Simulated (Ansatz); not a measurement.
# What biaxial strain +4.72 %, plane normal [001], relaxed out of plane does to BeO

Consider BeO in the wurtzite structure (space group P6_3mc, No. 186; a = 2.7118 Å, c = 4.4046 Å). Axes: x lies along a and z along c of the hexagonal cell.

Perturbation: tensile biaxial strain of 4.72 % in the plane normal to [001], as in epitaxy on a mismatched substrate; the out-of-plane cell vector and the atoms relax.

All numbers come from Ansatz (an electronic-structure program), PBE, PAW, cutoff 420 eV, no SOC. Γ-centred 14×14×8 mesh, Fermi–Dirac width 0.05 eV.

| quantity | base | changed | shift |
|---|---|---|---|
| volume per atom | 7.01 Å³ | 7.55 Å³ | +0.54 Å³ |
| space group | P6_3mc (No. 186) | P6_3mc (No. 186) | – |
| shortest interatomic distance | 1.656 Å | 1.655 Å | -0.001 Å |
| pressure (mean of the normal stresses, compression positive) | 0.00 GPa | -12.99 GPa | -12.99 GPa |
| band gap | 7.45 eV | 6.52 eV | -0.93 eV |
| gap character | direct at Γ | direct at Γ | – |
| width of the top valence band | 2.38 eV | 2.41 eV | +0.03 eV |
| electron mass | 0.53 mₑ along c, 0.60 mₑ across (at Γ) | 0.60 mₑ along k, 0.50 mₑ across (at Γ) | – |
| hole mass | – | 0.44 mₑ along k, 2.9 mₑ across (at Γ) | – |
| valence-band top at Γ (three highest levels, from the VBM) | 0.00, -0.04, -0.04 eV | 0.00, -0.29, -0.29 eV | – |
| out-of-plane strain | – | -1.80 % | – |
| ratio −ε⊥/ε∥ | – | 0.38 | – |
| mean in-plane stress (compression positive) | – | -19.5 GPa | – |

Final structure (turned so that z lies along the plane normal):

```
CELL_PARAMETERS angstrom
      2.83981     0.00000     0.00000
      1.41991     2.45935     0.00000
      0.00000     0.00000     4.32524
ATOMIC_POSITIONS crystal
  Be 0.66667 0.66667 0.00390
  Be 0.33333 0.33333 0.50390
  O  0.66667 0.66667 0.62130
  O  0.33333 0.33333 0.12130
```

Cost of the whole job for the changed cell (relaxation, final SCF and bands): roughly 30 core-seconds.

Masses are band curvatures over ±0.01 Å⁻¹ around the edge. Along k means along the line from Γ to the band edge. No phonon test of stability was made.
